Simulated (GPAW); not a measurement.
The system is Ta2N.

```
CELL_PARAMETERS angstrom
3.11286 0.00000 0.00000
-1.55643 2.69582 0.00000
0.00000 0.00000 4.86984
ATOMIC_POSITIONS crystal
Ta 0.33333 0.66667 0.25471
Ta 0.66667 0.33333 0.74529
N 0.00000 0.00000 0.00000
```

The cell comes from a database or a generator and needn't be the stable form of this composition.

```yaml
Program: GPAW 26.7.0
Task: relaxation of cell and atoms
Functional: PBEsol
Dispersion: D3(BJ)
Potentials_or_basis: PAW data sets generated in the run's folder for this functional
Cutoff: 800 eV
Basis: pw
k_mesh: 7 × 7 × 4
Occupations: fermi-dirac, width 0.05 eV
Spin: no spin polarisation
```

At the start: pressure -15.3 GPa; volume 13.62 Å³/atom.

Q: Where does the relaxation end?

A: Over 6 steps the energy falls by 34.8 meV/atom and the volume is 12.91 Å³/atom (-5.2 %); space group P-3m1 (No. 164, to 0.05 Å).

The path:
| step | energy change (eV) | largest force (eV/Å) | pressure (GPa) | volume (Å³) |
| --- | --- | --- | --- | --- |
| 1 | 0.0000 | 0.2835 | -15.28 | 40.87 |
| 2 | -0.0607 | 0.0997 | -10.24 | 40.11 |
| 3 | -0.1024 | 0.2297 | 0.43 | 38.72 |
| 4 | -0.1038 | 0.1351 | -0.12 | 38.77 |
| 5 | -0.1045 | 0.0016 | -0.13 | 38.74 |
| 6 | -0.1045 | 0.0070 | -0.01 | 38.72 |

Final structure:
```xyz
3
Lattice="3.0621 0.0000 0.0000 -1.5310 2.6518 0.0000 0.0000 0.0000 4.7686" Properties=species:S:1:pos:R:3 pbc="T T T"
Ta    0.0000    1.7679    1.2148
Ta    1.5310    0.8839    3.5537
N     0.0000    0.0000    0.0000
```

Caveat: later steps reuse the first step's grids; pairwise dispersion overbinds metals, which lowers pressure and volume.
